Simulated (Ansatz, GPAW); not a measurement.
# Cutoff, mesh and smearing for blue phosphorene bilayer, AA, part 2 of 2

Wanted: a convergence study on the slab blue phosphorene bilayer, AA. Where a layer proves gapped, the work function hangs on where the smearing puts the Fermi level, and the band edges take its place.

GPAW 26.7.0 and Ansatz 0.2.0; Ansatz plane waves; layer without images along its normal, relaxation of atoms and in-plane cell, with D3(BJ) dispersion (the session's first sound run).

So far, upper work function (eV): step 3 (the slab's potential) 4.99; step 6 (cutoff 700 eV) 4.99.

## (9) K mesh 18×18: kpts = [18, 18]

The input, run.py:

```python
import json
import numpy as np
from ase import Atoms
from gpaw import GPAW, PW

slab = Atoms(
    ['P', 'P', 'P', 'P'],
    positions=[
        [1.62684, 0.93926, 9.00000],
        [0.00000, 1.87851, 10.24509],
        [1.62684, 0.93926, 13.36810],
        [0.00000, 1.87851, 14.61319]],
    cell=[[3.25368, 0.0, -0.0], [-1.62684, 2.81777, -0.0], [-0.0, -0.0, 23.6132]],
    pbc=[True, True, False])

slab.calc = GPAW(mode=PW(400), xc='PBE', kpts={'size': (18, 18, 1), 'gamma': True},
                 occupations={'name': 'fermi-dirac', 'width': 0.05}, nbands='140%',
                 convergence={'density': 1e-05}, maxiter=200,
                 poissonsolver={'dipolelayer': 'xy'},
                 symmetry={'tolerance': 1e-3}, txt='slab.txt')
result = {}
energy = slab.get_potential_energy()
fermi = slab.calc.get_fermi_level()
v = slab.calc.get_electrostatic_potential().mean((0, 1)) - fermi
n = slab.calc.get_pseudo_density().mean((0, 1))
L = slab.cell[2, 2]
z = np.arange(len(v)) * L / len(v)
low, high = slab.positions[:, 2].min(), slab.positions[:, 2].max()
below, above = np.interp([low - 6.8, high + 6.8], z, v)
slopes = [np.interp(x, z, np.gradient(v, z)) for x in (low - 6.8, high + 6.8)]
eps = np.array([[slab.calc.get_eigenvalues(k, s) for k in range(len(slab.calc.get_ibz_k_points()))]
                for s in range(slab.calc.get_number_of_spins())]) - fermi
top, bottom = eps[eps < 0].max(), eps[eps > 0].min()
dipole = slab.get_dipole_moment()[2]
print(f'energy {energy:.4f} eV, Fermi level {fermi:.4f} eV, dipole {dipole:.5f} e A')
print(f'potential 6.8 A off the faces, from the Fermi level: lower {below:.4f} eV, upper {above:.4f} eV')
print(f'slope of the potential there: lower {slopes[0]:.5f}, upper {slopes[1]:.5f} eV/A')
print(f'nearest levels on the mesh: {top:.4f} and {bottom:.4f} eV')
print('magnetic moment', round(slab.get_magnetic_moment(), 3))
result.update(energy=energy, fermi=fermi, dipole=dipole, below=below, above=above, slopes=slopes, edges=[top, bottom],
              z=z.tolist(), v=v.tolist(), n=n.tolist(), positions=slab.positions.tolist(),
              forces=slab.get_forces(apply_constraint=False).tolist(), moments=slab.get_magnetic_moments().tolist())
json.dump(result, open('result.json', 'w'))
```

Started as:

```
$ OMP_NUM_THREADS=1 OPENBLAS_NUM_THREADS=1 python run.py
```

Run time: 29 s. Hardware: 1 thread of Intel Xeon Platinum 8488C (Sapphire Rapids), shared host; peak memory 0.22 GiB.

Numbers from this step:

```yaml
levels_nearest_the_fermi_level_on_the_mesh: -0.5182, 0.4119 eV from the Fermi level
upper_work_function: 4.977 eV
lower_work_function: 4.975 eV
```

The electrostatic potential energy of an electron (without an applied field's), less the Fermi level, planar mean oscillates, so the rows of the table below give means over windows of 1 Å about each position, cut where the curve ends. Its maxima inside the range that stand out by 2 % of the span (Å: eV): 9.6: -9.59, 11.8: 3.87, 14.0: -9.59. Its minima: 9.1: -16.7, 10.2: -16.8, 13.4: -16.8, 14.5: -16.7.

Electrostatic potential energy of an electron (without an applied field's), less the Fermi level, planar mean against z; means over each step:

```csv
z (Å),"electrostatic potential energy of an electron (without an applied field's), less the Fermi level, planar mean (eV)"
0,4.98
1,4.97
2,4.97
3,4.98
4,4.98
5,4.97
6,4.96
7,4.74
8,1.18
9,-12.9
10,-13.2
11,-2.03
12,3.16
13,-8.88
14,-12.3
15,-8.54
16,3.67
17,4.90
18,4.97
19,4.98
20,4.98
21,4.98
22,4.98
23,4.98
```

The highest filled level lies 0.518 eV under the Fermi level, so the ionisation energy from the upper face is 4.977 + 0.518 = 5.495 eV, against 5.495 eV in the base run.

## (10) Scheme Fermi-Dirac, smearing 0.3

Smearing changes the occupations near the Fermi level, and with them the level itself. Smearing helps the SCF of a metal converge, but it blurs occupations at band edges near the Fermi level.

run.py: that of step 9 with these lines changed.

```diff
@@ -15,4 +15,4 @@
 
-slab.calc = GPAW(mode=PW(400), xc='PBE', kpts={'size': (18, 18, 1), 'gamma': True},
-                 occupations={'name': 'fermi-dirac', 'width': 0.05}, nbands='140%',
+slab.calc = GPAW(mode=PW(400), xc='PBE', kpts={'size': (12, 12, 1), 'gamma': True},
+                 occupations={'name': 'fermi-dirac', 'width': 0.3}, nbands='140%',
                  convergence={'density': 1e-05}, maxiter=200,
```

Run time: 16 s. Hardware: 1 thread; peak memory 0.19 GiB.

Numbers from this step:

* levels nearest the Fermi level on the mesh: -0.5524, 0.3889 eV from the Fermi level
* upper work function: 4.910 eV
* lower work function: 4.908 eV
* upper ionisation energy: 5.462 eV

The highest filled level lies 0.552 eV under the Fermi level, so the ionisation energy from the upper face is 4.910 + 0.552 = 5.462 eV, against 5.495 eV in the base run.

## (11) All levels side by side

Times are for 1 thread of Intel Xeon Platinum 8488C (Sapphire Rapids), shared host. Results by setting:

```csv
no.,run,upper ionisation energy (eV),time,memory (GiB)
1,pw,5.495,17 s,0.19
2,cutoff 700,5.495,32 s,0.28
3,k mesh 18×18,5.495,29 s,0.22
4,"scheme Fermi-Dirac, smearing 0.3",5.462,16 s,0.19
```

## (12) Without the dipole layer

The dipole layer is taken out and the cell repeats along the normal.

run.py: that of step 10 with these lines changed.

```diff
@@ -13,8 +13,7 @@
     cell=[[3.25368, 0.0, -0.0], [-1.62684, 2.81777, -0.0], [-0.0, -0.0, 23.6132]],
-    pbc=[True, True, False])
+    pbc=[True, True, True])
 
 slab.calc = GPAW(mode=PW(400), xc='PBE', kpts={'size': (12, 12, 1), 'gamma': True},
-                 occupations={'name': 'fermi-dirac', 'width': 0.3}, nbands='140%',
+                 occupations={'name': 'fermi-dirac', 'width': 0.05}, nbands='140%',
                  convergence={'density': 1e-05}, maxiter=200,
-                 poissonsolver={'dipolelayer': 'xy'},
                  symmetry={'tolerance': 1e-3}, txt='slab.txt')
```

Run time: 16 s. Hardware: 1 thread; peak memory 0.19 GiB.

The run finished with changed settings (dipole = false and pbc_z = true); it serves as a test.

The two runs compared:

```
                    quantity  this run  sound run  difference
    upper work function (eV)    4.9867     4.9876     -8.7e-4
    lower work function (eV)    4.9863     4.9854      8.7e-4
upper ionisation energy (eV)    5.4942     5.4951     -8.7e-4
```

## (13) Side by side

Results and costs are gathered.

This step: comparison of work functions, dipole and cost (GPAW 26.7.0).

Ladder, by row:

```
   step  code  work function, upper (eV)  work function, lower (eV)  dipole (e Å)  wall time (s)  peak memory (GiB)  threads
     pw  GPAW                      4.988                      4.985      -7.51e-5          17.14               0.19        1
ecut200  GPAW                      4.985                      4.983      -7.52e-5           7.58               0.14        1
ecut300  GPAW                      4.987                      4.985      -7.51e-5           10.5               0.16        1
ecut700  GPAW                      4.988                      4.985      -7.51e-5          31.53               0.28        1
     k4  GPAW                      4.928                      4.926      -7.51e-5           7.12               0.16        1
     k7  GPAW                      4.955                      4.953      -7.51e-5            9.5               0.17        1
    k18  GPAW                      4.977                      4.975      -7.51e-5          28.75               0.22        1
  smear  GPAW                       4.91                      4.908      -7.51e-5          15.74               0.19        1
  nodip  GPAW                      4.987                      4.986      -7.51e-5          16.35               0.19        1
```

## (14) Outcome

```
work function, both faces (Fermi level placed in the gap by the smearing)        : 4.99 eV
ionisation energy from the upper face (highest filled level on the mesh)         : 5.50 eV
electron affinity from the upper face (lowest empty Kohn-Sham level on the mesh) : 4.57 eV
dipole along the normal                                                          : -7.5e-5 e Å
```

In words: With plane waves and PBE the ionisation energy from the upper face is 5.50 eV and the Kohn-Sham electron affinity 4.57 eV. The levels nearest the Fermi level on the mesh lie 0.930 eV apart, so the slab is gapped there: the smearing puts the Fermi level inside the gap, and from either face the ionisation energy is the work function plus 0.51 eV. Both are Kohn-Sham levels on the mesh, and semilocal gaps are too small, so the affinity tends to come out too large and the ionisation energy too small. Work functions of a gapped slab move with the place of the Fermi level in the gap; over the runs without a planted fault the highest filled level on the mesh lies 5.46 (smear) to 5.56 eV (k4) under the upper vacuum level. The layers' spacing was relaxed with a D3(BJ) dispersion term, which the later single points do not need. The layer's cell and atoms come from the relaxation; spin-orbit coupling and temperature are left out.

[Logs are printed without paths, hosts, clocks, repeated set-up lines and the standing remarks that a program may print on its own settings, such as how far it seeks lower states.]

[Hosts, paths, dates, database ids (printed as entryN), source tags and the programs' standing remarks are cut or masked in the printed files.]
